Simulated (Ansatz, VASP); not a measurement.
## B in VASP and in Ansatz

```xyz
1
Lattice="1.7794 0.0000 0.0000 -0.8897 1.5410 0.0000 0.0000 0.0000 3.7453" Properties=species:S:1:pos:R:3 pbc="T T T"
B     0.0000    0.0000    0.0000
```

Alike in both runs: task single point; functional PBEsol; k mesh 27 × 27 × 12; occupations gaussian, width 0.1 eV; no spin polarisation.

|  | VASP | Ansatz |
| --- | --- | --- |
| version | VASP 6.6.1 | Ansatz 0.2.0 |
| potentials or method | VASP PAW PBE potentials, release 64 (B) | scalar-relativistic, plane waves, PAW |
| plane-wave cutoff (eV) | 520 | 420 |
| valence electrons in the cell | 3 | 3 |

Ansatz gave:

- gap on the k mesh at the Fermi level (eV): none
- pressure (GPa): -18.7
- largest component of the traceless stress (GPa): 17.59

**Question.** Estimate VASP's values.

**Answer.** gap on the k mesh at the Fermi level (eV): none; pressure (GPa): -18.6; largest component of the traceless stress (GPa): 17.43.

A gap of «none» marks a metal or a gap that the smearing closes.

Caveats: so large a pressure means that the cell lies far from this level's equilibrium, or that cutoff or potentials fall short (VASP); the potentials were made for another functional, which shifts forces and pressure (VASP).
